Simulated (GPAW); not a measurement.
The system is BP.

```
P B
1.0
     0.00000    2.26900    2.26900
     2.26900    0.00000    2.26900
     2.26900    2.26900    0.00000
P B
1 1
Direct
  0.75000 0.75000 0.75000
  0.00000 0.00000 0.00000
```

Program: GPAW 26.7.0. Alike in all runs: no spin polarisation; cell as given; k mesh 10 × 10 × 10; cutoff (eV) 800.

Order these runs on this cell by their pressure, lowest first.
A. level RPBE; potentials or basis the program's PAW data sets (release 1.2.1) made for this functional, pw; smearing fermi-dirac 0.05 eV; band path GXWKGLUWLK,UX; band points 80
B. level BLYP; potentials or basis PAW data sets generated in the run's folder for this functional, pw; smearing fermi-dirac 0.05 eV; eigensolver davidson; band path GXWKGLUWLK,UX; band points 100
C. level PBE; potentials or basis GPAW PAW data sets (gpaw-data 1.2.1), pw; smearing gaussian 0.011 eV
D. level LDA; potentials or basis the program's PAW data sets (release 1.2.1) made for this functional, pw; smearing fermi-dirac 0.05 eV; band path GXWKGLUWLK,UX; band points 100

D (-5.0 GPa), C (1.4 GPa), A (4.2 GPa), B (6.2 GPa).
